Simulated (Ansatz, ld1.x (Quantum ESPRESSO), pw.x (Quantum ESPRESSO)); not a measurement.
# ruthenium (Ru): one change to the TM potential, in the atom and in the sc crystal

ld1.x (Quantum ESPRESSO) 7.5 input, shortened:

```
&input
   title='Ru', zed=44., rel=1, dft='PBE', iswitch=3,
   config='[Kr] 4d7 4f-2 5s1 5p0'
 /
 &inputp
   pseudotype=2, tm=.true., lloc=1,
   nlcc=.true., new_core_ps=.true., rcore=0.85
 /
4
5S  1  0   1.00   0.00  2.80  2.80  0.0
4D  3  2   7.00   0.00  1.70  1.70  0.0
4F  4  3  -2.00  -0.10  2.95  2.95  0.0
5P  2  1   0.00   0.00  3.85  3.85  0.0
 &test
   configts(1)='4d7 5s1 5p0'
 /
```

Change: wave 5p (bound): rc 3.85 bohr becomes 5p (bound): rc 5.86 bohr.

Cutoffs, loose and tight: the cutoffs (Ry, on a coarse ladder) from which the occupation-weighted sum of valence levels, in a spherical-Bessel basis at the reference potential, stays within 10 and 1 mRy of its value at 400 Ry. They do not see the model core or the augmentation charge, which bear on the density cutoff. Test errors are all-electron minus pseudo excitation energies from the reference, over the configurations 4d7 5s0 5p0; 4d6 5s0 5p0; 4d5 5s0 5p0; 4d4 5s0 5p0; 4d7 5s0.5 5p0; 4d7 5s0 5p1; 4d8 5s0 5p0; variants that change the core or the reference have their own tests.

Crystal test: sc Ru in pw.x 7.5, no spin, 13³ k-points, Fermi–Dirac smearing 0.01 Ry, cutoffs set for each file from its atomic test. The reference is all-electron LAPW (Ansatz 0.2.0) with the same functional, mesh and smearing; V0 and B0 come from Birch–Murnaghan fits to the pressures at five volumes. Errors are pseudo minus all-electron; Δ is the rms difference of the E(V) curves that follow from these fits, minima aligned, over ±6 % about the mean V0. Mesh and smearing are coarse, so the numbers serve the comparison and aren't converged zero-temperature values; the lattice is a test structure that the element need not adopt.

All-electron: a0 = 2.513 Å (V0 = 15.88 Å³/atom), B0 = 217.0 GPa.

Question: Does the change bring the crystal closer to the all-electron result?

Answer: The mean pressure error goes from +7.50 to +28.76 GPa, so the change moves the solid further from the all-electron pressures.

```tsv
quantity	base	changed
outcome (atom)	generated	generated
cutoff, loose (atom)	50 Ry	50 Ry
cutoff, tight (atom)	60 Ry	60 Ry
bound ghosts (atom)	none	s
largest test error (meV) (atom)	-2311 over the solved tests; 2 of 7 tests not solved or not reliable	-2401 over the solved tests; 1 of 7 tests not solved or not reliable
cutoffs in pw.x (Ry)	75/300	75/300
a0 (Å)	2.541	–
a0 error (%)	+1.08	–
B0 error (%)	-3.0	–
Δ (meV/atom)	24.6	–
mean pressure error (GPa)	+7.50	+28.76
```

A dash: not determined, or the minimum lies outside the volumes sampled.

Base: The largest radius (3.85 bohr) exceeds half the bond length (2.37 bohr), so the spheres overlap, which is one possible source of error among others. This is a poor potential for the solid. Atomic configuration tests: 2 of 7 tests not solved or not reliable. The logarithmic derivative shows an extra or strongly shifted pseudo pole above the reference energy (s near 1.20 Ry). Changed file: The largest radius (5.86 bohr) exceeds half the bond length (2.37 bohr), so the spheres overlap, which is one possible source of error among others. This is a poor potential for the solid. Note: ghost state, extra bound levels that the all-electron valence spectrum of the same l lacks: s at -10.1 eV. A true bound ghost makes a file unfit for plane-wave use. Atomic configuration tests: 1 of 7 tests not solved or not reliable. The atomic cutoffs weigh occupied waves only.
